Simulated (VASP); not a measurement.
# Mg (P6_3/mmc) in VASP: further runs

The runs below take Mg through single point, relaxation of cell and atoms, with PBE+D3(BJ).

Program: VASP 6.6.1. These are calculated values, not measurements. Logs are shortened: lines on timing, memory, paths and dates and some standing lists are left out, and cuts for length are marked.

## (1) Starting point

It takes space group P6_3/mmc (No. 194, hexagonal). Conventional cell: a = 3.210 Å, b = 3.210 Å, c = 10.319 Å, α = 90.00°, β = 90.00°, γ = 120.00°. Mg (site symmetry -3m) is surrounded by 12 Mg at 3.18 to 3.21 Å. Mg (site symmetry -6m2) is surrounded by 12 Mg at 3.18 to 3.21 Å.

## (2) Single point, PBE+D3(BJ) (relaxed again under DFT PBE+D3(BJ), scalar-relativistic, plane waves, PAW)

Input file INCAR:

```
PREC = Accurate
ENCUT = 520
EDIFF = 1E-7
ISMEAR = 0
SIGMA = 0.1
LREAL = F
LASPH = T
NELM = 100
ALGO = Fast
ISIF = 2
LWAVE = F
LCHARG = F
GGA = PE
IVDW = 12
NBANDS = 12
```

Input file KPOINTS:

```
regular mesh
0
Gamma
  15 15 4
```

Input file POSCAR:

```
Mg
1.0
    3.1498492608      0.0000000000      0.0000000000
   -1.5749246304      2.7278494779      0.0000000000
    0.0000000000      0.0000000000     10.1306628616
Mg
4
Direct
    0.0000000000      0.0000000000      0.0000000000
    0.3333333333      0.6666666667      0.2500000000
    0.0000000000      0.0000000000      0.5000000000
    0.6666666667      0.3333333333      0.7500000000
```

Potentials or basis: VASP PAW PBE potentials, release 64 (Mg).

Launch:

```console
cat potpaw_PBE.64/Mg/POTCAR > POTCAR
mpirun -np 1 vasp_std > vasp.out
```

OUTCAR:

```text
PREC = Accurate
   ENCUT = 520
   EDIFF = 1E-7
   ISMEAR = 0
   LREAL = F
   LASPH = T
   NELM = 100
   ISIF = 2
   GGA = PE
   IVDW = 12
 IVDW          = 12

 ion  position               nearest neighbor table
   1  0.000  0.000  0.000-   2 3.12   4 3.12   2 3.12   4 3.12   4 3.12   2 3.12
   2  0.333  0.667  0.250-   1 3.12   3 3.12   1 3.12   3 3.12   1 3.12   3 3.12
   3  0.000  0.000  0.500-   2 3.12   4 3.12   2 3.12   4 3.12   4 3.12   2 3.12
   4  0.667  0.333  0.750-   1 3.12   3 3.12   1 3.12   3 3.12   1 3.12   3 3.12

  LATTYP: Found a hexagonal cell.
 ALAT       =     3.1498492608
 C/A-ratio  =     3.2162373570

  Lattice vectors:

 A1 = (   3.1498492608,   0.0000000000,   0.0000000000)
 A2 = (  -1.5749246304,   2.7278494779,   0.0000000000)
 A3 = (   0.0000000000,   0.0000000000,  10.1306628616)

Analysis of symmetry for initial positions (statically):
=====================================================================
 Subroutine PRICEL returns:
 Original cell was already a primitive cell.

 Routine SETGRP: Setting up the symmetry group for a
 hexagonal supercell.

 Subroutine GETGRP returns: Found 24 space group operations
 (whereof 12 operations were pure point group operations)
 out of a pool of 24 trial point group operations.

The static configuration has the point symmetry D_3d.
 The point group associated with its full space group is D_6h.

Analysis of symmetry for dynamics (positions and initial velocities):
=====================================================================
 Subroutine PRICEL returns:
 Original cell was already a primitive cell.

 Routine SETGRP: Setting up the symmetry group for a
 hexagonal supercell.

 Subroutine GETGRP returns: Found 24 space group operations
 (whereof 12 operations were pure point group operations)
 out of a pool of 24 trial point group operations.

The dynamic configuration has the point symmetry D_3d.
 The point group associated with its full space group is D_6h.

 Subroutine INISYM returns: Found 24 space group operations
 (whereof 12 operations are pure point group operations),
 and found     1 'primitive' translations

----------------------------------------------------------------------------------------

                                     Primitive cell

  volume of cell :      87.0458

  direct lattice vectors                    reciprocal lattice vectors
     3.149849261  0.000000000  0.000000000     0.317475510  0.183294571  0.000000000
    -1.574924630  2.727849478  0.000000000     0.000000000  0.366589142  0.000000000
     0.000000000  0.000000000 10.130662862     0.000000000  0.000000000  0.098710224

  length of vectors
     3.149849261  3.149849261 10.130662862     0.366589142  0.366589142  0.098710224

  position of ions in fractional coordinates (direct lattice)
     0.000000000  0.000000000  0.000000000
     0.333333333  0.666666667  0.250000000
     0.000000000  0.000000000  0.500000000
     0.666666667  0.333333333  0.750000000

  ion indices of the primitive-cell ions
   primitive index   ion index
                 1           1
                 2           2
                 3           3
                 4           4

----------------------------------------------------------------------------------------

 KPOINTS: regular mesh

Automatic generation of k-mesh.
 Grid dimensions read from file:
 generate k-points for:   15   15    4

 Generating k-lattice:

  Cartesian coordinates                     Fractional coordinates (reciprocal lattice)
     0.021165034  0.012219638  0.000000000     0.066666667  0.000000000  0.000000000
     0.000000000  0.024439276  0.000000000     0.000000000  0.066666667  0.000000000
     0.000000000  0.000000000  0.024677556     0.000000000  0.000000000  0.250000000

  Length of vectors
     0.024439276  0.024439276  0.024677556

  Shift w.r.t. Gamma in fractional coordinates (k-lattice)
     0.000000000  0.000000000  0.000000000

 Subroutine IBZKPT returns following result:
 ===========================================

 Found     81 irreducible k-points:

 Following reciprocal coordinates:
            Coordinates               Weight
  0.000000  0.000000  0.000000      1.000000
  0.066667 -0.000000  0.000000      6.000000
  0.133333  0.000000  0.000000      6.000000
  0.200000  0.000000  0.000000      6.000000
  0.266667  0.000000  0.000000      6.000000
  0.333333 -0.000000  0.000000      6.000000
[... 16 lines left out ...]
  0.333333  0.200000  0.000000     12.000000
  0.400000  0.200000  0.000000      6.000000
 [... further k-points ...]
   k-points           NKPTS =     81   k-points in BZ     NKDIM =     81   number of bands    NBANDS=     12
   number of dos      NEDOS =    301   number of ions     NIONS =      4
   total plane-waves  NPLWV =  46080
   dimension x,y,z NGX =    24 NGY =   24 NGZ =   80
   dimension x,y,z NGXF=    48 NGYF=   48 NGZF=  160
   ions per type =               4
   NGX,Y,Z   is equivalent  to a cutoff of  12.67, 12.67, 13.13 a.u.
   NGXF,Y,Z  is equivalent  to a cutoff of  25.33, 25.33, 26.26 a.u.
 SYSTEM =  unknown system
   PREC   = accura    normal or accurate (medium, high low for compatibility)
   ISTART =      0    job   : 0-new  1-cont  2-samecut
   ICHARG =      2    charge: 1-file 2-atom 10-const
   ISPIN  =      1    spin polarized calculation?
   LNONCOLLINEAR =      F non collinear calculations
   LSORBIT =      F    spin-orbit coupling
   LASPH  =      T    aspherical Exc in radial PAW
   ENCUT  =  520.0 eV  38.22 Ry    6.18 a.u.   5.86  5.86 18.84*2*pi/ulx,y,z
   NELM   =    100;   NELMIN=  2; NELMDL= -5     # of ELM steps
   EDIFF  = 0.1E-06   stopping-criterion for ELM
   LREAL  =      F    real-space projection
   EDIFFG = 0.1E-05   stopping-criterion for IOM
   NSW    =      0    number of steps for IOM
   IBRION =     -1    ionic relax: 0-MD 1-quasi-New 2-CG
   NFREE  =      0    steps in history (QN), initial steepest desc. (CG)
   ISIF   =      2    stress and relaxation
   ISYM   =      2    0-nonsym 1-usesym 2-fastsym
   POTIM  = 0.5000    time-step for ionic-motion
   TEBEG  =    0.0;   TEEND  =   0.0 temperature during run
   PSTRESS=    0.0 pullay stress
   NELECT =       8.0000    total number of electrons
   NUPDOWN=      -1.0000    fix difference up-down
   EMIN   =  10.00;   EMAX   =-10.00  energy-range for DOS
   EFERMI =   0.00;   METHOD = LEGACY
   ISMEAR =     0;   SIGMA  =   0.10  broadening in eV -4-tet -1-fermi 0-gaus
   EFERMI_NEDOS =   21; number of points for ismear=-14 and -15
   IALGO  =     68    algorithm
   IMIX   =      4    mixing-type and parameters
     AMIX     =   0.40;   BMIX     =  1.00
     AMIX_MAG =   1.60;   BMIX_MAG =  1.00
  volume/ion in A,a.u.               =      21.76       146.85
  Fermi-wavevector in a.u.,A,eV,Ry     =   0.738792  1.396114  7.426244  0.545814
  Thomas-Fermi vector in A             =   1.832800
   LORBIT       =      0    0 simple, 1 ext, 2 COOP (PROOUT), +10 PAW based schemes
   GGA     = PE    functional components
   LHFCALC =     F    Hartree Fock is set to
   AEXX    =    0.0000 exact exchange contribution
   IVDW    =    12    specifies the selected vdW correction
   LEPSILON=     F    determine dielectric tensor
   LRPA    =     F    only Hartree local field effects (RPA)
 non-spin polarized calculation
 RMM-DIIS sequential band-by-band and
 Gauss-broadening in eV      SIGMA  =   0.10
  energy-cutoff  :      520.00
  volume of cell :       87.05
 maximum number of plane-waves:      2366
 NGX is ok and might be reduce to    24
   NGX = 11   NGY = 11   NGZ = 37

 number of electron       8.0000000 magnetization

 Free energy of the ion-electron system (eV)
  ---------------------------------------------------
  ext. energy  EPLUGINS =         0.00000000
  ---------------------------------------------------
  free energy    TOTEN  =        -5.97457482 eV

  energy without entropy =       -5.96423525  energy(sigma->0) =       -5.96940503

 E-fermi :   2.9132     XC(G=0):  -8.6582

 val. band max:        2.8899473761   @ k =   0.3333   0.3333   0.2500
 cond. band min:       2.9142331492   @ k =   0.2667   0.0667   0.0000
 fundamental gap:      0.0242857731
 Fermi energy:         2.9132450234

 k-point     1 :       0.0000    0.0000    0.0000
  band No.  band energies     occupation
      1      -4.2469      2.00000
      2      -2.7880      2.00000
      3      -2.7866      2.00000
      4       1.1970      2.00000
      5       1.7703      2.00000
      6       8.2528      0.00000
      7       8.2640      0.00000
      8      14.0977      0.00000
      9      14.0977      0.00000
     10      14.2025      0.00000
     11      14.2025      0.00000
     12      14.8782      0.00000

 k-point     2 :       0.0667   -0.0000    0.0000
  band No.  band energies     occupation
      1      -4.1567      2.00000
      2      -2.6993      2.00000
      3      -2.6980      2.00000
      4       1.2787      2.00000
      5       1.8574      2.00000
      6       8.3169      0.00000
      7       8.3335      0.00000
      8      12.3631      0.00000
      9      13.1242      0.00000
     10      13.3774      0.00000
     11      13.4693      0.00000
     12      14.1701      0.00000

 k-point     3 :       0.1333    0.0000    0.0000
  band No.  band energies     occupation
      1      -3.8868      2.00000
      2      -2.4337      2.00000
      3      -2.4324      2.00000
      4       1.5239      2.00000
      5       2.1165      2.00000
      6       8.4697      0.00000
      7       8.5262      0.00000
      8      10.3392      0.00000
      9      11.4013      0.00000
     10      11.4910      0.00000
     11      12.2315      0.00000
     12      13.1253      0.00000
[... 286 lines left out ...]
 k-point    23 :       0.3333    0.2000    0.0000
  band No.  band energies     occupation
      1       0.0652      2.00000
      2       1.4283      2.00000
      3       1.4341      2.00000
      4       2.5920      1.99999
      5       3.9938      0.00000
      6       4.0024      0.00000
      7       4.8780      0.00000
      8       5.2425      0.00000
      9       6.0133      0.00000
     10       6.6674      0.00000
     11       7.2752      0.00000
     12       7.7490      0.00000

 k-point    24 :       0.4000    0.2000    0.0000
  band No.  band energies     occupation
      1       1.2350      2.00000
      2       1.2654      2.00000
      3       2.3221      2.00000
      4       2.3512      2.00000
      5       2.9667      0.44962
      6       2.9866      0.29940
      7       4.8819      0.00000
      8       6.1162      0.00000
      9       6.3042      0.00000
     10       6.3267      0.00000
     11       6.7585      0.00000
     12       7.7948      0.00000

 [... further k-points ...]

------------------------ aborting loop because EDIFF is reached ----------------------------------------

 Edisp (eV)   -1.19625

 E8    (eV) :    -0.5241

  FORCE on cell =-STRESS in cart. coord.  units (eV):
  Direction    XX          YY          ZZ          XY          YZ          ZX
  --------------------------------------------------------------------------------------
  -------------------------------------------------------------------------------------
  Total      -0.05209    -0.05209    -0.05017     0.00000    -0.00000     0.00000
  in kB      -0.95879    -0.95879    -0.92345     0.00000    -0.00000     0.00000
  external pressure =       -0.95 kB  Pullay stress =        0.00 kB

 VOLUME and BASIS-vectors are now :
 -----------------------------------------------------------------------------
  energy-cutoff  :      520.00
  volume of cell :       87.05
      direct lattice vectors                 reciprocal lattice vectors
     3.149849261  0.000000000  0.000000000     0.317475510  0.183294571  0.000000000
    -1.574924630  2.727849478  0.000000000     0.000000000  0.366589142  0.000000000
     0.000000000  0.000000000 10.130662862     0.000000000  0.000000000  0.098710224

 POSITION                                       TOTAL-FORCE (eV/Angst)
 -----------------------------------------------------------------------------------
      0.00000      0.00000      0.00000        -0.000000      0.000000     -0.000000
     -0.00000      1.81857      2.53267        -0.000000     -0.000000     -0.000000
      0.00000      0.00000      5.06533        -0.000000      0.000000     -0.000000
      1.57492      0.90928      7.59800         0.000000      0.000000      0.000000
 -----------------------------------------------------------------------------------
    total drift:                                0.000000     -0.000000      0.000000

  FREE ENERGIE OF THE ION-ELECTRON SYSTEM (eV)
  ---------------------------------------------------
  free  energy   TOTEN  =        -7.1708231226 eV

  energy  without entropy=       -7.1604835557  energy(sigma->0) =       -7.16565334
```

Run time: 25 s. Hardware: 1 thread of Intel Xeon 6975P-C (Granite Rapids), shared host; peak memory 0.25 GiB.

What came out:

- Free energy: -7.1708 eV
- Pressure: -0.1 GPa
- Band gap on the k mesh: none (metal or under the smearing width)
- Dispersion energy per atom: -0.299 eV

Levels at points of the mesh, in eV from the Fermi level:
| k point | band 1 | band 2 | band 3 | band 4 | band 5 | band 6 | band 7 | band 8 |
| --- | --- | --- | --- | --- | --- | --- | --- | --- |
| (0.00, 0.00, 0.00) | -7.16 | -5.70 | -5.70 | -1.72 | -1.14 | 5.34 | 5.35 | 11.18 |
| (0.00, 0.00, 0.50) | -6.79 | -6.79 | -3.91 | -3.91 | 1.68 | 1.68 | 9.47 | 9.47 |

Caveat: pairwise dispersion overbinds metals, which lowers pressure and volume.

## (3) Relaxation of cell and atoms, PBE+D3(BJ)

Input file INCAR:

```
SYSTEM = Mg
PREC = Accurate
ENCUT = 600
EDIFF = 1E-7
ISMEAR = 0
SIGMA = 0.1
LREAL = .FALSE.
LASPH = .TRUE.
NELM = 100
ALGO = Normal
ISIF = 3
LWAVE = .FALSE.
LCHARG = .FALSE.
GGA = PE
IVDW = 12
IBRION = 2
NSW = 70
EDIFFG = -0.005
```

Input file KPOINTS:

```
Automatic mesh
0
G
  15 15 4
  0 0 0
```

Input file POSCAR:

```
Mg
1.0
    3.2102761295      0.0000000000      0.0000000000
   -1.6051380647      2.7801806813      0.0000000000
    0.0000000000      0.0000000000     10.3191049828
Mg
4
Direct
    0.0000000000      0.0000000000      0.0000000000
    0.3333333333      0.6666666667      0.2500000000
    0.0000000000      0.0000000000      0.5000000000
    0.6666666667      0.3333333333      0.7500000000
```

Potentials or basis: VASP PAW PBE potentials, release 64 (Mg).

Launch:

```console
cat potpaw_PBE.64/Mg/POTCAR > POTCAR
mpirun -np 1 vasp_std > vasp.out
```

Run time: 95 s. Hardware: 1 thread of Intel Xeon 6975P-C (Granite Rapids), shared host; peak memory 0.3 GiB.

The run converged. Its results:

| Property | Result |
| --- | --- |
| Free energy | -7.1711 eV |
| Relaxed volume | 21.71 Å³/atom |
| Relaxed cell | a = 3.148 Å, b = 3.148 Å, c = 10.119 Å, α = 90.00°, β = 90.00°, γ = 120.00° |
| Space group after relaxing (to 0.05 Å) | P6_3/mmc (No. 194) |
| Energy gained by relaxing | 9.0 meV/atom |
| Ionic steps | 5 |
| Pressure after relaxing | 0.0 GPa |
| Band gap on the k mesh | none (metal or under the smearing width) |
| Dispersion energy per atom | -0.300 eV |

The path:
| step | energy change (eV) | largest force (eV/Å) | pressure (GPa) | volume (Å³) |
| --- | --- | --- | --- | --- |
| 1 | 0.0000 | 0.0000 | -2.09 | 92.10 |
| 2 | -0.0336 | 0.0000 | -0.58 | 88.16 |
| 3 | -0.0360 | 0.0000 | -0.03 | 86.89 |
| 4 | -0.0361 | 0.0000 | 0.02 | 86.79 |
| 5 | -0.0361 | 0.0000 | 0.00 | 86.83 |

Final structure:
```
Mg
1.0
     3.14770    0.00000    0.00000
    -1.57385    2.72599    0.00000
     0.00000    0.00000   10.11941
Mg
4
Direct
  0.00000 0.00000 0.00000
  0.33333 0.66667 0.25000
  0.00000 0.00000 0.50000
  0.66667 0.33333 0.75000
```

Levels at points of the mesh, in eV from the Fermi level:
```csv
k point,band 2,band 3,band 4,band 5,band 6,band 7
"(0.00, 0.00, 0.00)",-5.71,-5.71,-1.72,-1.14,5.35,5.37
"(0.00, 0.00, 0.50)",-6.80,-3.91,-3.91,1.69,1.69,9.50
```

Caveat: pairwise dispersion overbinds metals, which lowers pressure and volume.
